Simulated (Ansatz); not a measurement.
Ansatz input

```yaml
crystal:
  lattice:
    - [2.7788353415, 0.0, 0.0]
    - [-1.3894176707, 2.4065419986, 0.0]
    - [0.0, 0.0, 9.1902525438]
  atoms:
    - { symbol: Pd, position: [0.0, 1.0, 0.0], spin: 0.5 }
    - { symbol: Pd, position: [1.0, 1.0, 0.5], spin: 0.5 }
    - { symbol: Pd, position: [0.3333333333, 0.6666666667, 0.25], spin: -0.5 }
    - { symbol: Pd, position: [0.6666666667, 0.3333333333, 0.75], spin: -0.5 }
hamiltonian:
  xc: pbe
  pseudopotentials:
    kind: paw
    azcp:
      Pd: "pseudopotentials/Pd.paw.azcp"
basis:
  ecutwfc: 420
  fft_grid_basis: typed
kpoints:
  mp_grid: { grid: [17, 17, 5], shift: [0, 0, 0] }
magnetization:
  spin_polarized: true
scf:
  occupations: { method: fermi_dirac, width: 0.05 }
```

and its output:

```
Engine: ansatz 0.2.0, x86_64-unknown-linux-gnu
Pseudopotentials: kind: paw
Pseudopotential: Pd, paw, valence charge 18, recommended cutoff 420 eV (normal) 
Functional definition: PBE
  parameter kappa = 0.804
  parameter beta = 0.06672455060314922
  exchange = pbe_x(kappa = kappa, mu = beta*pi^2/3)
  correlation = pbe_c(beta = beta)
Crystal: 4 atoms, lattice volume = 61.459 Å³
Basis set: ecut = 420 eV, 1195 PW (Γ)
Bands: 45, of which v1, the nominal top of the filled ones, is band 36 counted from 1 (35 counted from 0)
Symmetry: 24 space group operations
Space group: P63/mmc (ITA 194), of the structure as read, at distance tolerance 3.9e-5 Å
Magnetic group: BNS 194.263 (UNI 1493), of the structure as read, at distance tolerance 3.9e-5 Å
k-points: 99 of 1445
Non-local potential: Pd, projectors of the file, l = 0: 2, l = 1: 2, l = 2: 2, l = 3: 1
PAW form: soft (Blöchl's): semilocal exchange-correlation on the pseudo side does not see the compensation charge
PAW one-centre angular grid: Pd, 590 points (default); XC on 64 Gauss nodes
Initial density: superposition of atomic densities (chi_scale 0.1, normalization cell)
Starting moments: Σ|m| = 2 μB on 4 of 4 sites
Starting magnetic order: compensated ferrimagnet; no operation exchanges its spin sublattices
Initial wavefunctions: pseudopotential atomic-orbital guess
Functional: x = pbe(κ = 0.804, μ = 0.2195149727645171), c = pbe(β = 0.06672455060314922)
SCF iter   1: F=—  HF=-27895.011732 eV  |F-HF|=—  |Δ(HF+E_count)|=         —  Δρ=7.93e-2 (↑7.89e-2 ↓7.93e-2)  dr2=1.45e1  dr2_m=2.72e-1  M=-0.003 μB ∫|m|=0.789 μB  β_m=0.30  ethr=3.10e-3  ⟨swp⟩=6.1  Hψ=33396  notcnv=0  defer=88
spin=Collinear: Kerker preconditioning applied to the charge; magnetization (m = ρ↑ − ρ↓) channel mixes plain (no charge-response kernel on spin).
SCF iter   2: F=—  HF=-27892.514147 eV  |F-HF|=—  |Δ(HF+E_count)|=    2.50e0  Δρ=4.73e-2 (↑4.73e-2 ↓4.73e-2)  dr2=4.87e0  dr2_m=1.66e-1  M=0.002 μB ∫|m|=0.681 μB  β_m=0.30  ethr=3.10e-3  ⟨swp⟩=2.0  Hψ=15362  notcnv=0  defer=456
SCF iter   3: F=—  HF=-27891.323787 eV  |F-HF|=—  |Δ(HF+E_count)|=    1.19e0  Δρ=2.02e-2 (↑1.97e-2 ↓2.02e-2)  dr2=2.14e-1  dr2_m=1.03e-1  M=0.003 μB ∫|m|=0.588 μB  β_m=0.30  ethr=3.10e-3  ⟨swp⟩=2.5  Hψ=14550  notcnv=0  defer=456
SCF iter   4: F=—  HF=-27891.340668 eV  |F-HF|=—  |Δ(HF+E_count)|=   1.69e-2  Δρ=1.25e-2 (↑1.25e-2 ↓1.01e-2)  dr2=2.27e-2  dr2_m=6.75e-2  M=0.023 μB ∫|m|=0.505 μB  β_m=0.30  ethr=2.98e-4  ⟨swp⟩=2.0  Hψ=18075  notcnv=0  defer=542
SCF iter   5: F=—  HF=-27891.352346 eV  |F-HF|=—  |Δ(HF+E_count)|=   1.17e-2  Δρ=9.47e-3 (↑8.64e-3 ↓9.47e-3)  dr2=3.81e-3  dr2_m=4.44e-2  M=0.012 μB ∫|m|=0.437 μB  β_m=0.30  ethr=3.15e-5  ⟨swp⟩=1.4  Hψ=9348  notcnv=0  defer=542
...
SCF iter  27: F=-27891.380208 eV  HF=-27891.380154 eV  |F-HF|=5.43e-5  |Δ(HF+E_count)|=   1.27e-4  Δρ=4.56e-4 (↑4.56e-4 ↓4.27e-4)  dr2=5.67e-6  dr2_m=1.05e-4  M=1.371 μB ∫|m|=1.452 μB  β_m=0.66  ethr=1.78e-11  ⟨swp⟩=3.9  Hψ=25425  notcnv=0  defer=538
SCF iter  28: F=-27891.380203 eV  HF=-27891.380220 eV  |F-HF|=1.70e-5  |Δ(HF+E_count)|=   6.68e-5  Δρ=1.96e-4 (↑1.49e-4 ↓1.96e-4)  dr2=2.35e-5  dr2_m=1.29e-5  M=1.349 μB ∫|m|=1.430 μB  β_m=0.66  ethr=1.78e-11  ⟨swp⟩=3.9  Hψ=25186  notcnv=0  defer=538  recentre
SCF iter  29: F=-27891.380180 eV  HF=-27891.380236 eV  |F-HF|=5.67e-5  |Δ(HF+E_count)|=   1.60e-5  Δρ=1.30e-4 (↑1.30e-4 ↓1.29e-4)  dr2=6.04e-5  dr2_m=1.21e-6  M=1.365 μB ∫|m|=1.448 μB  β_m=0.66  ethr=1.78e-11  ⟨swp⟩=3.6  Hψ=24598  notcnv=0  defer=538  recentre
SCF iter  30: F=-27891.380228 eV  HF=-27891.380233 eV  |F-HF|=4.69e-6  |Δ(HF+E_count)|=   3.47e-6  Δρ=8.63e-5 (↑4.69e-5 ↓8.63e-5)  dr2=5.70e-6  dr2_m=1.77e-6  M=1.365 μB ∫|m|=1.448 μB  β_m=0.82  ethr=1.78e-11  ⟨swp⟩=3.4  Hψ=22906  notcnv=0  defer=538
SCF iter  31: F=-27891.380234 eV  HF=-27891.380234 eV  |F-HF|=1.15e-7  |Δ(HF+E_count)|=   1.08e-6  Δρ=1.78e-5 (↑1.04e-5 ↓1.78e-5)  dr2=1.58e-7  dr2_m=8.41e-8  M=1.371 μB ∫|m|=1.455 μB  β_m=0.88  ethr=1.78e-11  ⟨swp⟩=3.0  Hψ=19801  notcnv=0  defer=538
SCF iter  32: F=-27891.380234 eV  HF=-27891.380234 eV  |F-HF|=2.24e-8  |Δ(HF+E_count)|=   9.14e-9  Δρ=6.41e-6 (↑3.98e-6 ↓6.41e-6)  dr2=2.85e-8  dr2_m=1.17e-8  M=1.372 μB ∫|m|=1.455 μB  β_m=0.94  ethr=1.78e-11  ⟨swp⟩=3.0  Hψ=20317  notcnv=0
SCF iter  33: F=-27891.380234 eV  HF=-27891.380234 eV  |F-HF|=4.81e-9  |Δ(HF+E_count)|=   2.84e-9  Δρ=2.05e-6 (↑7.08e-7 ↓2.05e-6)  dr2=5.33e-9  dr2_m=6.61e-10  M=1.371 μB ∫|m|=1.455 μB  ethr=1.78e-11  ⟨swp⟩=2.0  Hψ=16909  notcnv=0
SCF 1 converged in 33 iterations: F = -27891.380234 eV  dr2 = 5.33e-9
at 11 of the mixer's solves, the last at iteration 24, it left a direction of its history that read negative out of its fit and stepped the other way along it
WARN: the starting moments were not kept: 2 of 4 ended reversed and 2 kept their direction, counting a site from 0.1 of the cell's largest site moment. The largest reversed, site 2 (counted from 0, in the order of the report's site_moments_mub), started with -0.5 μB and closes at +3.5e-1 μB in its sphere. The starting moments cancel, and the net magnetisation is 1.4e0 μB in size, over 0.1 of its absolute magnetisation of 1.4e0 μB. The SCF closed on another magnetic arrangement than the starting moments describe; that does not show which of the two is lower. To try another start: change the starting moments (crystal.atoms[].spin, magnetization.per_species, magnetization.initial_magnetization, or on a non-collinear deck that types none of these the spinor_matrix: blocks that start its atoms; where the total moment is fixed, keep their sum and leave initial_magnetization as it is; typed ones take the place of any that the run laid by itself, positive ones on a crystal's lanthanoids without a Hubbard term where scf.initial_density.shell_occupations: [] is typed); see also scf.mixing.spin_hold.
SCF converged after 33 iterations
Magnetization: 1.3713 μB (36.6856 up, 35.3144 down)
Absolute magnetization: 1.4551 μB (∫|ρ↑−ρ↓|, with the PAW one-centre terms)
Spin contamination: 0.0039 ħ² per cell (⟨S²⟩ above its minimum at these occupations)
Per-site moments (μB) at R_I (Å): [(0.3500107899095412, 1.146269578351363), (0.3500107899095413, 1.146269578351363), (0.3539985266722872, 1.146269578351363), (0.35399852667228704, 1.146269578351363)]
Free energy (F): -27891.380234 eV
Harris-Foulkes:  -27891.380234 eV  (|F-HF|=4.81e-9)
Internal energy: -27891.314144 eV  (E = F + TS)
E sigma→0 (E₀):  -27891.347189 eV
Entropy (-TS):   -0.066090 eV (-16.522 meV/atom)
Fermi energy:    18.779579 eV
--- Per-component energies (eV) ---
  E_band       = -611.546936
  E_kinetic    = 2052.448332
  E_local      = -7225.383511  (includes V_loc(G=0)·N_el)
  E_nonlocal   = 869.078612
  E_hartree    = 2927.593412
  E_xc         = -673.806473
  E_vxc        = -845.276885  (∫ρ·V_xc dr)
  E_paw        = -15000.940177  (= ΣΔE_a)
  E_vpaw       = -1317.599950  (= ΣTr[D̂ρ^β])
  E_aug_tail   = 0.000841  (compensation charges beyond the density's cutoff)
  E_ewald      = -10840.305179
  E_smearing   = -0.066090  (= −TS)
  E_closure    = 0.000000  (closes the sum)
  Σ components = -27891.380234   (vs F -27891.380234, Δ=0.00e0)
```

Command:

```sh
ansatz run input.yaml --threads 1 --pin off --max-ram 3584MiB --backend cpu --events-out ev --progress --plain --runs-dir out
```

On 1 thread of Intel(R) Xeon(R) Platinum 8259CL CPU @ 2.50GHz (Skylake/Cascade Lake) (shared host) this took about 150 s of wall time and 150 s of CPU time.
